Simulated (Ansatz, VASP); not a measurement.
**Two plane-wave programs on Hf**

```xyz
1
Lattice="2.3462 0.0000 0.0000 0.0000 2.3462 0.0000 0.0000 0.0000 2.3462" Properties=species:S:1:pos:R:3 pbc="T T T"
Hf    0.0000    0.0000    0.0000
```

Change from the starting cell: volume scaled by 0.52, PAW files.

Alike in both runs: task single point; functional PBE; k mesh 15 × 15 × 15; occupations fermi-dirac, width 0.08 eV; no spin polarisation.

|  | VASP | Ansatz |
| --- | --- | --- |
| version | VASP 6.6.1 | Ansatz 0.2.0 |
| potentials or method | VASP PAW PBE potentials, release 64 (Hf_pv) | PAW with Ansatz's default frozen-core files, scalar-relativistic |
| plane-wave cutoff (eV) | 520 | 420 |
| valence electrons in the cell | 10 | 26 |

|  | VASP | Ansatz | Ansatz less VASP |
| --- | --- | --- | --- |
| pressure (GPa) | 163.3 | 167.5 | +4.28 |

The two sets of potentials don't hold the same shells in valence.

Caveats: the cell as given lies far from equilibrium; so large a pressure means that the cell lies far from this level's equilibrium, or that cutoff or potentials fall short (VASP). The runs have no spin-orbit coupling, so splittings on Hf are missing.
